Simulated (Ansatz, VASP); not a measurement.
## SiMo3 in VASP and in Ansatz

```
CELL_PARAMETERS angstrom
0.00000 3.09954 3.09954
3.09954 0.00000 3.09954
3.09954 3.09954 0.00000
ATOMIC_POSITIONS crystal
Si 0.00000 0.00000 0.00000
Mo 0.75000 0.75000 0.75000
Mo 0.25000 0.25000 0.25000
Mo 0.50000 0.50000 0.50000
```

Alike in both runs: functional PBE; k mesh 6 × 6 × 6; occupations gaussian, width 0.1 eV; no spin polarisation.

Ansatz relaxed the structure, and its values are those at the end. VASP's run is a single point on that final structure, the one shown.

```csv
,VASP,Ansatz
version,VASP 6.6.1,Ansatz 0.2.0
potentials or method,"VASP PAW PBE potentials, release 64 (Si, Mo_sv)","scalar-relativistic, plane waves, PAW"
plane-wave cutoff (eV),520,420
valence electrons in the cell,46,46
```

|  | VASP | Ansatz | Ansatz less VASP |
| --- | --- | --- | --- |
| gap on the k mesh at the Fermi level (eV) | none | none | - |
| pressure (GPa) | 0.2 | -0.2 | -0.39 |

A gap of «none» marks a metal or a gap that the smearing closes. With one functional, cell and mesh, what is left measures potentials, basis and numerics.
